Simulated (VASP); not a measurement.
# AlCo (Pm-3m) in VASP: notebook

The runs below take AlCo through equation of state, with PBEsol.

All numbers are computed with VASP 6.6.1; they aren't measurements. Logs are shortened: lines on timing, memory, paths and dates and some standing lists are left out, and cuts for length are marked.

### Step 1. Starting point

Symmetry: Pm-3m, No. 221, cubic system. The conventional cell has a = 2.823 Å, b = 2.823 Å, c = 2.823 Å, α = 90.00°, β = 90.00°, γ = 90.00°. Around Co (site symmetry m-3m) lie 8 Al at 2.45 Å. Around Al (site symmetry m-3m) lie 8 Co at 2.45 Å.

The cell is a database's computed one.

### Step 2. Equation of state, PBEsol, collinear spin, ferromagnetic start, 10.80 Å³/atom (a relaxed cell with its volume scaled by 0.96)

File INCAR:

```
PREC     = Accurate       # precision mode
ENCUT    = 520            # plane-wave cutoff, eV
EDIFF    = 1E-6           # SCF threshold, eV
ISMEAR   = -1             # smearing method
SIGMA    = 0.05           # smearing width, eV
LREAL    = F              # projectors in reciprocal space
LASPH    = T              # aspherical terms in the spheres
NELM     = 150            # most SCF steps
ALGO     = Fast           # electronic algorithm
ISIF     = 2              # what is computed and relaxed
LWAVE    = F              # write WAVECAR
LCHARG   = F              # write CHGCAR
ISPIN    = 2              # spin polarisation
MAGMOM   = 2 0            # initial moments
LORBIT   = 11             # projections on sites
LMAXMIX  = 4              # l up to which the mixer works
GGA      = PS             # functional
```

File KPOINTS:

```
regular mesh
0
Gamma
  8 8 8
```

File POSCAR:

```
AlCo                                    
1.0
    2.7853027198     -0.0000000000     -0.0000000000
   -0.0000000000      2.7853027198     -0.0000000000
    0.0000000000      0.0000000000      2.7853027198
  Co              Al            
     1     1
Direct
     0.5000000000000000    0.5000000000000000    0.5000000000000000
     0.0000000000000000    0.0000000000000000    0.0000000000000000
```

Potentials or basis: VASP PAW PBE potentials, release 64 (Co, Al).

Started as:

```
$ cat potpaw_PBE.64/Co/POTCAR potpaw_PBE.64/Al/POTCAR > POTCAR
$ mpirun -np 1 vasp_std > vasp.out
```

OUTCAR:

```text
PREC = Accurate
   ENCUT = 520
   EDIFF = 1E-6
   ISMEAR = -1
   LREAL = F
   LASPH = T
   NELM = 150
   ISIF = 2
   ISPIN = 2
   LORBIT = 11
   GGA = PS

 ion  position               nearest neighbor table
   1  0.500  0.500  0.500-   2 2.41   2 2.41   2 2.41   2 2.41   2 2.41   2 2.41   2 2.41   2 2.41

   2  0.000  0.000  0.000-   1 2.41   1 2.41   1 2.41   1 2.41   1 2.41   1 2.41   1 2.41   1 2.41

  LATTYP: Found a simple cubic cell.
 ALAT       =     2.7853027198

  Lattice vectors:

 A1 = (   2.7853027198,   0.0000000000,   0.0000000000)
 A2 = (   0.0000000000,   2.7853027198,   0.0000000000)
 A3 = (   0.0000000000,   0.0000000000,   2.7853027198)

Analysis of symmetry for initial positions (statically):
=====================================================================
 Subroutine PRICEL returns:
 Original cell was already a primitive cell.

 Routine SETGRP: Setting up the symmetry group for a
 simple cubic supercell.

 Subroutine GETGRP returns: Found 48 space group operations
 (whereof 48 operations were pure point group operations)
 out of a pool of 48 trial point group operations.

The static configuration has the point symmetry O_h .

Analysis of symmetry for dynamics (positions and initial velocities):
=====================================================================
 Subroutine PRICEL returns:
 Original cell was already a primitive cell.

 Routine SETGRP: Setting up the symmetry group for a
 simple cubic supercell.

 Subroutine GETGRP returns: Found 48 space group operations
 (whereof 48 operations were pure point group operations)
 out of a pool of 48 trial point group operations.

The dynamic configuration has the point symmetry O_h .

Analysis of structural, dynamic, and magnetic symmetry:
=====================================================================
 Subroutine PRICEL returns:
 Original cell was already a primitive cell.

 Routine SETGRP: Setting up the symmetry group for a
 simple cubic supercell.

 Subroutine GETGRP returns: Found 48 space group operations
 (whereof 48 operations were pure point group operations)
 out of a pool of 48 trial point group operations.

The overall configuration has the point symmetry O_h .

 Subroutine INISYM returns: Found 48 space group operations
 (whereof 48 operations are pure point group operations),
 and found     1 'primitive' translations

----------------------------------------------------------------------------------------

                                     Primitive cell

  volume of cell :      21.6081

  direct lattice vectors                    reciprocal lattice vectors
     2.785302720  0.000000000  0.000000000     0.359027402  0.000000000  0.000000000
     0.000000000  2.785302720  0.000000000     0.000000000  0.359027402  0.000000000
     0.000000000  0.000000000  2.785302720     0.000000000  0.000000000  0.359027402

  length of vectors
     2.785302720  2.785302720  2.785302720     0.359027402  0.359027402  0.359027402

  position of ions in fractional coordinates (direct lattice)
     0.500000000  0.500000000  0.500000000
     0.000000000  0.000000000  0.000000000

  ion indices of the primitive-cell ions
   primitive index   ion index
                 1           1
                 2           2

----------------------------------------------------------------------------------------

 KPOINTS: regular mesh

Automatic generation of k-mesh.
 Grid dimensions read from file:
 generate k-points for:    8    8    8

 Generating k-lattice:

  Cartesian coordinates                     Fractional coordinates (reciprocal lattice)
     0.044878425  0.000000000  0.000000000     0.125000000  0.000000000  0.000000000
     0.000000000  0.044878425  0.000000000     0.000000000  0.125000000  0.000000000
     0.000000000  0.000000000  0.044878425     0.000000000  0.000000000  0.125000000

  Length of vectors
     0.044878425  0.044878425  0.044878425

  Shift w.r.t. Gamma in fractional coordinates (k-lattice)
     0.000000000  0.000000000  0.000000000

 Subroutine IBZKPT returns following result:
 ===========================================

 Found     35 irreducible k-points:

 Following reciprocal coordinates:
            Coordinates               Weight
[... 33 lines left out ...]
 SYSTEM =  unknown system
   PREC   = accura    normal or accurate (medium, high low for compatibility)
   ISTART =      0    job   : 0-new  1-cont  2-samecut
   ICHARG =      2    charge: 1-file 2-atom 10-const
   ISPIN  =      2    spin polarized calculation?
   LNONCOLLINEAR =      F non collinear calculations
   LSORBIT =      F    spin-orbit coupling
   LASPH  =      T    aspherical Exc in radial PAW
   ENCUT  =  520.0 eV  38.22 Ry    6.18 a.u.   5.18  5.18  5.18*2*pi/ulx,y,z
   NELM   =    150;   NELMIN=  2; NELMDL= -5     # of ELM steps
   EDIFF  = 0.1E-05   stopping-criterion for ELM
   LREAL  =      F    real-space projection
   EDIFFG = 0.1E-04   stopping-criterion for IOM
   NSW    =      0    number of steps for IOM
   IBRION =     -1    ionic relax: 0-MD 1-quasi-New 2-CG
   NFREE  =      0    steps in history (QN), initial steepest desc. (CG)
   ISIF   =      2    stress and relaxation
   ISYM   =      2    0-nonsym 1-usesym 2-fastsym
   POTIM  = 0.5000    time-step for ionic-motion
   TEBEG  =    0.0;   TEEND  =   0.0 temperature during run
   PSTRESS=    0.0 pullay stress
   NELECT =      12.0000    total number of electrons
   NUPDOWN=      -1.0000    fix difference up-down
   EMIN   =  10.00;   EMAX   =-10.00  energy-range for DOS
   EFERMI =   0.00;   METHOD = LEGACY
   ISMEAR =    -1;   SIGMA  =   0.05  broadening in eV -4-tet -1-fermi 0-gaus
   EFERMI_NEDOS =   21; number of points for ismear=-14 and -15
   IALGO  =     68    algorithm
   IMIX   =      4    mixing-type and parameters
     AMIX     =   0.40;   BMIX     =  1.00
     AMIX_MAG =   1.60;   BMIX_MAG =  1.00
  volume/ion in A,a.u.               =      10.80        72.91
  Fermi-wavevector in a.u.,A,eV,Ry     =   1.345642  2.542895 24.636779  1.810752
  Thomas-Fermi vector in A             =   2.473538
   LORBIT       =     11    0 simple, 1 ext, 2 COOP (PROOUT), +10 PAW based schemes
   GGA     = PS    functional components
   LHFCALC =     F    Hartree Fock is set to
   AEXX    =    0.0000 exact exchange contribution
   IVDW    =     0    specifies the selected vdW correction
   LEPSILON=     F    determine dielectric tensor
   LRPA    =     F    only Hartree local field effects (RPA)
 spin polarized calculation
 RMM-DIIS sequential band-by-band and
  energy-cutoff  :      520.00
  volume of cell :       21.61
 maximum number of plane-waves:       624
 NGX is ok and might be reduce to    24
   NGX = 11   NGY = 11   NGZ = 11

 number of electron      12.0000002 magnetization      -0.0028157

 number of electron      12.0000002 magnetization       0.0002392

 Free energy of the ion-electron system (eV)
  ---------------------------------------------------
  ext. energy  EPLUGINS =         0.00000000
  ---------------------------------------------------
  free energy    TOTEN  =       -13.05604442 eV

  energy without entropy =      -13.04848228  energy(sigma->0) =      -13.05226335

 E-fermi :  11.3840     XC(G=0): -12.7264

 val. band max:       11.3278441572   @ k =   0.5000   0.3750   0.0000
 cond. band min:      11.4289256500   @ k =   0.5000   0.3750   0.1250
 fundamental gap:      0.1010814928
 Fermi energy:        11.3840291662

 spin component 1

 k-point     1 :       0.0000    0.0000    0.0000
  band No.  band energies     occupation
      1      -0.1465      1.00000
      2       8.0857      1.00000
      3       8.0857      1.00000
      4      10.4924      1.00000
      5      10.4924      1.00000
      6      10.4924      1.00000
      7      17.7163      0.00000
      8      17.7163      0.00000
      9      17.7163      0.00000
     10      20.4372      0.00000
     11      20.4372      0.00000
[... 310 lines left out ...]
  band No.  band energies     occupation
      1       5.7176      1.00000
      2       7.0840      1.00000
      3       8.3492      1.00000
      4       8.9686      1.00000
      5      10.0232      1.00000
      6      10.2843      1.00000
      7      11.4289      0.28948
      8      15.0427      0.00000
      9      15.9588      0.00000
     10      22.0216      0.00000
     11      23.2664      0.00000

 [... further k-points ...]

 spin component 2

 k-point     1 :       0.0000    0.0000    0.0000
  band No.  band energies     occupation
      1      -0.1465      1.00000
      2       8.0860      1.00000
      3       8.0860      1.00000
      4      10.4926      1.00000
      5      10.4926      1.00000
      6      10.4926      1.00000
      7      17.7163      0.00000
      8      17.7163      0.00000
      9      17.7163      0.00000
     10      20.4373      0.00000
     11      20.4373      0.00000
[... 310 lines left out ...]
  band No.  band energies     occupation
      1       5.7177      1.00000
      2       7.0841      1.00000
      3       8.3493      1.00000
      4       8.9688      1.00000
      5      10.0234      1.00000
      6      10.2844      1.00000
      7      11.4293      0.28802
      8      15.0429      0.00000
      9      15.9589      0.00000
     10      22.0216      0.00000
     11      23.2664      0.00000

 [... further k-points ...]

------------------------ aborting loop because EDIFF is reached ----------------------------------------

  FORCE on cell =-STRESS in cart. coord.  units (eV):
  Direction    XX          YY          ZZ          XY          YZ          ZX
  --------------------------------------------------------------------------------------
  -------------------------------------------------------------------------------------
  Total        1.1315438      1.1315438      1.1315438     -0.0000000     -0.0000000      0.0000000
  in kB       83.9005393     83.9005393     83.9005393     -0.0000000     -0.0000000      0.0000000
  external PRESSURE =      83.9005393 kB  Pullay stress =       0.0000000 kB

 VOLUME and BASIS-vectors are now :
 -----------------------------------------------------------------------------
  energy-cutoff  :      520.00
  volume of cell :       21.61
      direct lattice vectors                 reciprocal lattice vectors
     2.785302720  0.000000000  0.000000000     0.359027402  0.000000000  0.000000000
     0.000000000  2.785302720  0.000000000     0.000000000  0.359027402  0.000000000
     0.000000000  0.000000000  2.785302720     0.000000000  0.000000000  0.359027402

 POSITION                                       TOTAL-FORCE (eV/Angst)
 -----------------------------------------------------------------------------------
      1.39265      1.39265      1.39265         0.000000      0.000000      0.000000
      0.00000      0.00000      0.00000         0.000000      0.000000      0.000000
 -----------------------------------------------------------------------------------
    total drift:                                0.000000     -0.000000     -0.000000

  FREE ENERGIE OF THE ION-ELECTRON SYSTEM (eV)
  ---------------------------------------------------
  free  energy   TOTEN  =       -13.0560444173 eV

  energy  without entropy=      -13.0484822767  energy(sigma->0) =      -13.05226335

 total charge

# of ion       s       p       d       tot
------------------------------------------
    1        0.463   0.569   7.563   8.595
    2        0.403   0.460   0.000   0.863
--------------------------------------------------
tot          0.866   1.029   7.563   9.458

 magnetization (x)

# of ion       s       p       d       tot
------------------------------------------
    1        0.000  -0.000   0.000   0.000
    2       -0.000  -0.000   0.000  -0.000
--------------------------------------------------
tot         -0.000  -0.000   0.000   0.000
```

It took 12 s on 1 thread of Intel Xeon Platinum 8559C (Emerald Rapids), shared host; peak memory 0.15 GiB.

What came out:

* Free energy: -13.0560 eV
* Pressure: 8.4 GPa
* Band gap on the k mesh: none (metal or under the smearing width)
* Net moment: 0.00 μB per cell
* Valence electrons inside the program's atomic spheres: Co 8.60; Al 0.86

Caveat: the starting moments collapsed, and a magnetic state may lie lower; the PAW data sets were made with another functional, which shifts forces and pressure a little.

### Step 3. Equation of state, PBEsol, collinear spin, ferromagnetic start, 11.03 Å³/atom (a relaxed cell with its volume scaled by 0.98)

INCAR is that of step 2.

KPOINTS is that of step 2.

File POSCAR:

```
AlCo                                    
1.0
    2.8045123111     -0.0000000000     -0.0000000000
   -0.0000000000      2.8045123111     -0.0000000000
    0.0000000000      0.0000000000      2.8045123111
  Co              Al            
     1     1
Direct
     0.5000000000000000    0.5000000000000000    0.5000000000000000
     0.0000000000000000    0.0000000000000000    0.0000000000000000
```

Potentials or basis: VASP PAW PBE potentials, release 64 (Co, Al).

Started as:

```
$ cat potpaw_PBE.64/Co/POTCAR potpaw_PBE.64/Al/POTCAR > POTCAR
$ mpirun -np 1 vasp_std > vasp.out
```

It took 13 s on 1 thread of Intel Xeon Platinum 8559C (Emerald Rapids), shared host; peak memory 0.15 GiB.

The run converged. Its results:

```yaml
Free_energy: -13.0738 eV
Pressure: 3.9 GPa
Band_gap_on_the_k_mesh: none (metal or under the smearing width)
Net_moment: 0.00 μB per cell
Valence_electrons_inside_the_program's_atomic_spheres: Co 8.55; Al 0.85
```

Caveat: the starting moments collapsed, and a magnetic state may lie lower; the PAW data sets were made with another functional, which shifts forces and pressure a little.

### Step 4. Equation of state, PBEsol, collinear spin, ferromagnetic start, 11.25 Å³/atom

INCAR is that of step 3.

KPOINTS is that of step 3.

File POSCAR:

```
AlCo                                    
1.0
    2.8234622934     -0.0000000000     -0.0000000000
   -0.0000000000      2.8234622934     -0.0000000000
    0.0000000000      0.0000000000      2.8234622934
  Co              Al            
     1     1
Direct
     0.5000000000000000    0.5000000000000000    0.5000000000000000
     0.0000000000000000    0.0000000000000000    0.0000000000000000
```

Started as:

```
$ cat potpaw_PBE.64/Co/POTCAR potpaw_PBE.64/Al/POTCAR > POTCAR
$ mpirun -np 1 vasp_std > vasp.out
```

Wall time 15 s (1 thread of Intel Xeon Platinum 8559C (Emerald Rapids), shared host); peak memory 0.15 GiB.

Results (log left out):

| Item | Value |
| --- | --- |
| Free energy | -13.0794 eV |
| Pressure | -0.3 GPa |
| Band gap on the k mesh | none (metal or under the smearing width) |
| Net moment | 0.00 μB per cell |
| Valence electrons inside the program's atomic spheres | Co 8.51; Al 0.84 |

Caveat: the starting moments collapsed, and a magnetic state may lie lower; the PAW data sets were made with another functional, which shifts forces and pressure a little.

### Step 5. Equation of state, PBEsol, collinear spin, ferromagnetic start, 11.48 Å³/atom (a relaxed cell with its volume scaled by 1.02)

INCAR is that of step 4.

KPOINTS is that of step 4.

File POSCAR:

```
AlCo                                    
1.0
    2.8421612641     -0.0000000000     -0.0000000000
   -0.0000000000      2.8421612641     -0.0000000000
    0.0000000000      0.0000000000      2.8421612641
  Co              Al            
     1     1
Direct
     0.5000000000000000    0.5000000000000000    0.5000000000000000
     0.0000000000000000    0.0000000000000000    0.0000000000000000
```

Started as:

```
$ cat potpaw_PBE.64/Co/POTCAR potpaw_PBE.64/Al/POTCAR > POTCAR
$ mpirun -np 1 vasp_std > vasp.out
```

Run time: 15 s. Hardware: 1 thread of Intel Xeon Platinum 8559C (Emerald Rapids), shared host; peak memory 0.15 GiB.

Results (log left out):

```yaml
Free_energy: -13.0742 eV
Pressure: -4.1 GPa
Band_gap_on_the_k_mesh: none (metal or under the smearing width)
Net_moment: 0.00 μB per cell
Valence_electrons_inside_the_program's_atomic_spheres: Co 8.47; Al 0.83
```

Caveat: the starting moments collapsed, and a magnetic state may lie lower; the PAW data sets were made with another functional, which shifts forces and pressure a little.

### Step 6. Equation of state, PBEsol, collinear spin, ferromagnetic start, 11.70 Å³/atom (a relaxed cell with its volume scaled by 1.04)

INCAR is that of step 5.

KPOINTS is that of step 5.

File POSCAR:

```
AlCo                                    
1.0
    2.8606173739     -0.0000000000     -0.0000000000
   -0.0000000000      2.8606173739     -0.0000000000
    0.0000000000      0.0000000000      2.8606173739
  Co              Al            
     1     1
Direct
     0.5000000000000000    0.5000000000000000    0.5000000000000000
     0.0000000000000000    0.0000000000000000    0.0000000000000000
```

Potentials or basis: VASP PAW PBE potentials, release 64 (Co, Al).

Started as:

```
$ cat potpaw_PBE.64/Co/POTCAR potpaw_PBE.64/Al/POTCAR > POTCAR
$ mpirun -np 1 vasp_std > vasp.out
```

It took 17 s on 1 thread of Intel Xeon Platinum 8559C (Emerald Rapids), shared host; peak memory 0.15 GiB.

Results (log left out):

* Free energy: -13.0592 eV
* Pressure: -7.0 GPa
* Band gap on the k mesh: none (metal or under the smearing width)
* Net moment: 0.00 μB per cell
* Valence electrons inside the program's atomic spheres: Co 8.43; Al 0.81

Caveat: the starting moments collapsed, and a magnetic state may lie lower; the PAW data sets were made with another functional, which shifts forces and pressure a little.

### Step 7. Equation of state, PBEsol, collinear spin, ferromagnetic start

No new run: the results of the series are fitted here.

What came out:

```yaml
Equilibrium_volume: 11.25 Å³/atom
Bulk_modulus: 193 GPa
Pressure_derivative_of_the_bulk_modulus: "4.3 (rough: it moves with the points fitted)"
```

Energy against volume, from the lowest point:
```
volume (Å³/atom)  energy (meV/atom)
          10.804              11.67
          11.029               2.82
          11.254               0.00
          11.479               2.60
          11.704              10.10
```

Caveat: the PAW data sets were made with another functional, which shifts forces and pressure a little.
